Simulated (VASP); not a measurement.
Runs of VASP 6.6.1 on ZrH3. It takes space group Pm-3m (No. 221, cubic). The conventional cell has a = 3.152 Å, b = 3.152 Å, c = 3.152 Å, α = 90.00°, β = 90.00°, γ = 90.00°. Zr (site symmetry m-3m) has 12 H at 2.23 Å as nearest neighbours. Around H (site symmetry 4/mmm) lie 4 Zr at 2.23 Å and 8 H at 2.23 Å. The cell comes from a database or a generator and needn't be the stable form of this composition.

| cell | gap on the mesh (eV) | pressure (GPa) |
| --- | --- | --- |
| Pm-3m, 7.83 Å³/atom | none | -4.7 |
| Pm-3m, 6.87 Å³/atom | none | 15.0 |
| Pm-3m, 7.45 Å³/atom | none | 1.8 |
| Pm-3m, 8.02 Å³/atom | none | (a) |

Alike in all rows: task single point; level r2SCAN; potentials or basis VASP PAW PBE potentials, release 64 (Zr_sv, H); no spin polarisation; k mesh 7 × 7 × 7; cutoff (eV) 520; smearing methfessel-paxton 0.1 eV.

Question: Fill in the values left out.

Answer: (a) -7.5.

Caveats: the PAW data sets were made with another functional, which shifts forces and pressure a little (some runs); so large a pressure means that the cell lies far from this level's equilibrium, or that cutoff or potentials fall short (some runs); the potentials were made for another functional, which shifts forces and pressure (some runs).

A k mesh can miss the band edges, and the runs leave out spin-orbit coupling on Zr.

A gap of «none» marks a metal or a gap under the smearing width.
